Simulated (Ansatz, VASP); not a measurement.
**Ta: VASP beside Ansatz**

```
CELL_PARAMETERS angstrom
2.86117 0.00000 0.00000
-1.43059 2.47785 0.00000
0.00000 0.00000 5.09645
ATOMIC_POSITIONS crystal
Ta 0.33333 0.66667 0.25000
Ta 0.66667 0.33333 0.75000
```

Change from the starting cell: volume scaled by 0.96.

Alike in both runs: task single point; functional PBEsol; k mesh 11 × 11 × 5; occupations fermi-dirac, width 0.05 eV; no spin polarisation.

```csv
,VASP,Ansatz
version,VASP 6.6.1,Ansatz 0.2.0
potentials or method,"VASP PAW PBE potentials, release 64 (Ta_pv)",Ansatz PAW
plane-wave cutoff (eV),520,420
valence electrons in the cell,22,26
```

VASP gave:

```
gap on the k mesh at the Fermi level (eV)       : none
pressure (GPa)                                  : 0.6
largest component of the traceless stress (GPa) : 0.72
```

Task: Estimate Ansatz's values.

Result: gap on the k mesh at the Fermi level (eV): none; pressure (GPa): 0.4; largest component of the traceless stress (GPa): 0.74.

A gap of «none» marks a metal or a gap that the smearing closes. The two sets of potentials don't hold the same shells in valence.

Caveats: the PAW data sets were made with another functional, which shifts forces and pressure a little (VASP); the PAW data sets come from PBE, with cores solved anew for the run's functional, which leaves a small shift of forces and pressure (Ansatz). The runs have no spin-orbit coupling, so splittings on Ta are missing.
